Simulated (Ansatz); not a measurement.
**Field gradients at the nuclei in Al₂O₃**

The cell is a Materials Project structure (computed, not necessarily an observed phase), taken as it stands.

Space group Pbcn (No. 60); a = 7.0899, b = 4.8469, c = 4.9854 Å.

```csv
site,Wyckoff,site symmetry,x,y,z
Al,8d,1,0.3904,0.2522,0.0305
O9,8d,1,0.6540,0.1070,0.1020
O17,4c,.2.,0.0000,0.0494,0.2500
```

One atom of each set is listed.

All values are calculated (Ansatz; DFT, r2SCAN, plane waves and PAW, scalar-relativistic, 500 eV cutoff, Γ-centred 3×5×5 k-points, Fermi–Dirac smearing 0.02 eV), not measured.

V_zz is the principal component of the electric field gradient with the largest magnitude, η = (V_xx − V_yy)/V_zz and C_Q = eQV_zz/h.

²⁷Al: I = 5/2, Q = 146.6 mb; ¹⁷O: I = 5/2, Q = -25.58 mb. Q values from Pyykkö, Mol. Phys. 116, 1328 (2018).

```tsv
site	atoms	first shell	V_xx, V_yy, V_zz (10²¹ V/m²)	η	C_Q (MHz)
Al	8	6 O at 1.87–2.03 Å	-0.19, -1.08, 1.26	0.70	4.48
O9	8	4 Al at 1.89–2.03 Å; also 4 Al at 3.02–3.33 Å	1.58, 2.45, -4.03	0.21	2.49
O17	4	4 Al at 1.87–1.97 Å; also 2 Al at 3.13 Å	1.01, 1.97, -2.99	0.32	1.85
```

At this cell the r2SCAN pressure is -7 GPa, so with r2SCAN the cell would shrink if it were relaxed. The entry's cell may itself be off. With these PAW files V_zz is typically within 2 to 3 % of all-electron values, but misses above 10 % occur on Al.
